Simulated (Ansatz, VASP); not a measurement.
Given: the input of a run of Ansatz 0.2.0 on Au.

The input input.yaml:

```yaml
crystal:
  lattice:
    - [0.059518, 2.032784, 2.023902]
    - [2.062843, 0.030146, 2.053275]
    - [2.074132, 2.073445, 0.018857]
  atoms:
    - { symbol: Au, position: [-0.001896, -0.004175, 0.01853] }
hamiltonian:
  xc: pbesol
  pseudopotentials: { kind: paw }
kpoints:
  mp_grid: { grid: [11, 11, 11] }
scf:
  occupations: { method: fermi_dirac, width: 0.05 }
output:
  forces: true
  stress: true
  eigenvalues: true
```

Potentials or basis: Ansatz PAW.

The run is started by

```console
$ ansatz run input.yaml --threads 1 --pin off --max-ram 3584MiB --backend cpu --events-out ev --progress --plain --runs-dir out
```

Problem. Translate it to VASP 6.6.1. Potentials there: VASP PAW PBE potentials, release 64 (Au).

Solution. As run (the cutoff follows the program's own potentials):

File INCAR:

```
SYSTEM = Au
PREC = Accurate ; ENCUT = 520
EDIFF = 1E-7 ; ISMEAR = -1
SIGMA = 0.05 ; LREAL = .False.
LASPH = .True. ; NELM = 60
ALGO = Normal ; ISIF = 2
LWAVE = .False. ; LCHARG = .False.
GGA = PS ; NBANDS = 12
```

Contents of KPOINTS:

```
Automatic mesh
0
Gamma
  11 11 11
  0 0 0
```

The input POSCAR:

```
Au
1.0
    0.0595180000      2.0327840000      2.0239020000
    2.0628430000      0.0301460000      2.0532750000
    2.0741320000      2.0734450000      0.0188570000
Au
1
Direct
   -0.0018960000     -0.0041750000      0.0185300000
```

Potentials or basis: VASP PAW PBE potentials, release 64 (Au).

Run with:

```console
$ cat potpaw_PBE.64/Au/POTCAR > POTCAR
$ mpirun -np 1 vasp_std > vasp.out
```

Both were run:

|  | VASP | Ansatz | Ansatz less VASP |
| --- | --- | --- | --- |
| gap on the k mesh at the Fermi level (eV) | none | none | - |
| pressure (GPa) | 1.6 | 1.9 | +0.31 |
| largest component of the traceless stress (GPa) | 1.98 | 1.99 | +0.008 |

A gap of «none» marks a metal or a gap that the smearing closes. With one functional, cell and mesh, what is left measures potentials, basis and numerics. The two sets of potentials don't hold the same shells in valence.

Caveats: the PAW data sets were made with another functional, which shifts forces and pressure a little (VASP); the PAW data sets come from PBE, with cores solved anew for the run's functional, which leaves a small shift of forces and pressure (Ansatz). Spin-orbit coupling is left out, which matters for the levels of Au.
